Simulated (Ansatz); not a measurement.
Geometry optimisation in Ansatz: input, command and trajectory.

```yaml
crystal:
  lattice:
    - [3.9786812375, 0.0, 0.0]
    - [0.0, 11.9922905765, 0.0]
    - [0.0, 0.0, 3.9525628524]
  atoms:
    - { symbol: Ti, position: [0.5, 0.8437800177, 0.0] }
    - { symbol: Ti, position: [0.0, 0.6562199823, 0.0] }
    - { symbol: Ti, position: [0.0, 0.3437800177, 0.0] }
    - { symbol: Ti, position: [0.5, 0.1562199823, 0.0] }
    - { symbol: Al, position: [0.0, 0.0, 0.0] }
    - { symbol: Al, position: [0.5, 0.6729037618, 0.5] }
    - { symbol: Al, position: [0.0, 0.8270962382, 0.5] }
    - { symbol: Al, position: [0.5, 0.0, 0.5] }
    - { symbol: Al, position: [0.5, 0.5, 0.0] }
    - { symbol: Al, position: [0.0, 0.1729037618, 0.5] }
    - { symbol: Al, position: [0.5, 0.3270962382, 0.5] }
    - { symbol: Al, position: [0.0, 0.5, 0.5] }
basis:
  ecutwfc: 420
kpoints:
  mp_grid: { grid: [10, 4, 10] }
hamiltonian:
  xc: pbesol
scf:
  occupations: { method: gaussian, width: 0.1 }
output:
  forces: true
  stress: true
  eigenvalues: true
relax:
  adjacent_minimum: "off"
  f_tol: 0.008
  max_steps: 40
  cell: { stress_tol: 0.015, fix: [a, angles] }
```

```bash
ansatz run input.yaml --threads 1 --pin off --max-ram 2560MiB --backend cpu --events-out ev --progress --plain --runs-dir out
```

Method: DFT PBEsol, scalar-relativistic, plane waves, PAW in Ansatz 0.2.0.

Of 5 frames 4 are shown, positions in Å and forces in eV/Å; the SCF threshold varies from step to step. Steps run on the plane waves of an earlier cell, with a Pulay correction in the pressure. The basis is chosen afresh for the last frame, the zero of the energies, and at times for earlier ones too; energy and pressure step there, also at an unchanged geometry.

```xyz
12
Lattice="3.9787 0.0000 0.0000 0.0000 11.9923 0.0000 0.0000 0.0000 3.9526" Properties=species:S:1:pos:R:3:forces:R:3 pbc="T T T" step=1 free_energy_over_end_meV_per_atom=0.05 pressure_GPa=-1.11
Ti    1.9893   10.1189    0.0000    0.0000    0.0314    0.0000
Ti    0.0000    7.8696    0.0000    0.0000   -0.0314    0.0000
Ti    0.0000    4.1227    0.0000    0.0000    0.0314    0.0000
Ti    1.9893    1.8734    0.0000    0.0000   -0.0314    0.0000
Al    0.0000    0.0000    0.0000    0.0000    0.0000    0.0000
Al    1.9893    8.0697    1.9763    0.0000    0.0223    0.0000
Al    0.0000    9.9188    1.9763    0.0000   -0.0223    0.0000
Al    1.9893    0.0000    1.9763    0.0000    0.0000    0.0000
Al    1.9893    5.9961    0.0000    0.0000    0.0000    0.0000
Al    0.0000    2.0735    1.9763    0.0000    0.0223    0.0000
Al    1.9893    3.9226    1.9763    0.0000   -0.0223    0.0000
Al    0.0000    5.9961    1.9763    0.0000    0.0000    0.0000
12
Lattice="3.9787 0.0000 0.0000 0.0000 12.0282 0.0000 0.0000 0.0000 3.9475" Properties=species:S:1:pos:R:3:forces:R:3 pbc="T T T" step=2 free_energy_over_end_meV_per_atom=0.04 pressure_GPa=-1.27
Ti    1.9893   10.1559    0.0000    0.0000   -0.0274    0.0000
Ti    0.0000    7.8863    0.0000    0.0000    0.0274    0.0000
Ti    0.0000    4.1418    0.0000    0.0000   -0.0274    0.0000
Ti    1.9893    1.8723    0.0000    0.0000    0.0274    0.0000
Al    0.0000    0.0000    0.0000    0.0000    0.0000    0.0000
Al    1.9893    8.0980    1.9738    0.0000    0.0010    0.0000
Al    0.0000    9.9443    1.9738    0.0000   -0.0010    0.0000
Al    1.9893    0.0000    1.9738    0.0000    0.0000    0.0000
Al    1.9893    6.0141    0.0000    0.0000    0.0000    0.0000
Al    0.0000    2.0839    1.9738    0.0000    0.0010    0.0000
Al    1.9893    3.9302    1.9738    0.0000   -0.0010    0.0000
Al    0.0000    6.0141    1.9738    0.0000    0.0000    0.0000
12
Lattice="3.9787 0.0000 0.0000 0.0000 12.0129 0.0000 0.0000 0.0000 3.9486" Properties=species:S:1:pos:R:3:forces:R:3 pbc="T T T" step=3 free_energy_over_end_meV_per_atom=0.00 pressure_GPa=-1.17
Ti    1.9893   10.1401    0.0000    0.0000   -0.0002    0.0000
Ti    0.0000    7.8793    0.0000    0.0000    0.0002    0.0000
Ti    0.0000    4.1336    0.0000    0.0000   -0.0002    0.0000
Ti    1.9893    1.8728    0.0000    0.0000    0.0002    0.0000
Al    0.0000    0.0000    0.0000    0.0000    0.0000    0.0000
Al    1.9893    8.0867    1.9743    0.0000    0.0033    0.0000
Al    0.0000    9.9327    1.9743    0.0000   -0.0033    0.0000
Al    1.9893    0.0000    1.9743    0.0000    0.0000    0.0000
Al    1.9893    6.0064    0.0000    0.0000    0.0000    0.0000
Al    0.0000    2.0802    1.9743    0.0000    0.0033    0.0000
Al    1.9893    3.9262    1.9743    0.0000   -0.0033    0.0000
Al    0.0000    6.0064    1.9743    0.0000    0.0000    0.0000
12
Lattice="3.9787 0.0000 0.0000 0.0000 12.0122 0.0000 0.0000 0.0000 3.9485" Properties=species:S:1:pos:R:3:forces:R:3 pbc="T T T" step=5 free_energy_over_end_meV_per_atom=0.00 pressure_GPa=-1.16
Ti    1.9893   10.1395    0.0000    0.0000    0.0002    0.0000
Ti    0.0000    7.8788    0.0000    0.0000   -0.0002    0.0000
Ti    0.0000    4.1334    0.0000    0.0000    0.0002    0.0000
Ti    1.9893    1.8727    0.0000    0.0000   -0.0002    0.0000
Al    0.0000    0.0000    0.0000    0.0000    0.0000    0.0000
Al    1.9893    8.0864    1.9743    0.0000    0.0013    0.0000
Al    0.0000    9.9319    1.9743    0.0000   -0.0013    0.0000
Al    1.9893    0.0000    1.9743    0.0000    0.0000    0.0000
Al    1.9893    6.0061    0.0000    0.0000    0.0000    0.0000
Al    0.0000    2.0803    1.9743    0.0000    0.0013    0.0000
Al    1.9893    3.9258    1.9743    0.0000   -0.0013    0.0000
Al    0.0000    6.0061    1.9743    0.0000    0.0000    0.0000
```

The run took 2.3 min on 1 thread of Intel(R) Xeon(R) 6975P-C (Granite Rapids) (shared host), peak memory 0.97 GiB.